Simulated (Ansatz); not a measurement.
Crystal: Tl.

```xyz
4
Lattice="3.5086 0.0000 0.0000 -1.7543 3.0386 0.0000 0.0000 0.0000 11.2656" Properties=species:S:1:pos:R:3 pbc="T T T"
Tl    1.7543    1.0129    8.4492
Tl    0.0000    0.0000    5.6328
Tl    0.0000    2.0257    2.8164
Tl    0.0000    0.0000    0.0000
```

Program: Ansatz 0.2.0. Alike in all runs: potentials or basis all-electron LAPW, scalar-relativistic; no spin polarisation; cell as given; k mesh 9 × 9 × 3; smearing fermi-dirac 0.05 eV.

Q: Order these runs on this cell by their pressure, lowest first.
A. level PBEsol; cutoff (eV) 160; basis error allowed 0.001 eV/atom
B. level LDA; cutoff (eV) 147; basis error allowed 0.002 eV/atom
C. level PBE; cutoff (eV) 147; basis error allowed 0.002 eV/atom

A: B (-3.3 GPa), A (-1.7 GPa), C (1.2 GPa).

Not every run made on this cell is shown here.
